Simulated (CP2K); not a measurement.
Cs under changes of volume

One of the cells (123.104 Å³/atom); the others are scaled copies at fixed shape and fractional positions:

```
Cs
1.0
     5.58379    0.00000    0.00000
     2.79189    4.83570    0.00000
     2.79189    1.61190    4.55915
Cs
1
Direct
  0.00000 0.00000 0.00000
```

This isn't the form of Cs at room conditions, which is bcc.

```yaml
Program: CP2K 2026.2
Functional: r2SCAN
Potentials_or_basis: POTENTIAL_UZH Cs GTH-SCAN-q9; TZVP-MOLOPT-SCAN-GTH basis
Density_cutoff: 9184 eV
k_mesh: 6 × 6 × 6
Occupations: fermi-dirac, width 0.05 eV
Spin: no spin polarisation
```

```tsv
volume (Å³/atom)	energy over the lowest point (meV/atom)	pressure (GPa)
115.718	?	?
118.180	2.71	0.1
120.642	1.11	0.1
123.104	0.23	0.0
125.566	0.00	0.0
128.028	0.36	0.0
130.490	1.28	-0.1
```

Problem. What does the run at 115.718 Å³/atom give?

Solution. Energy over the lowest point 5.07 meV/atom; pressure 0.2 GPa.

Worked out: A Birch-Murnaghan fit of order 3 (a polynomial in V^(-2/3)) to the other rows has its minimum at 125.25 Å³/atom with B0 = V·E''(V) = 2.0 GPa and B' = 3.4. It gives 5.08 meV/atom at 115.718 Å³/atom, against the run's 5.07, and -dE/dV = 0.2 GPa, against 0.2.

Energies are extrapolated to zero smearing.

Caveats: the basis of atomic orbitals isn't converged, which shifts pressures, moduli and gaps.
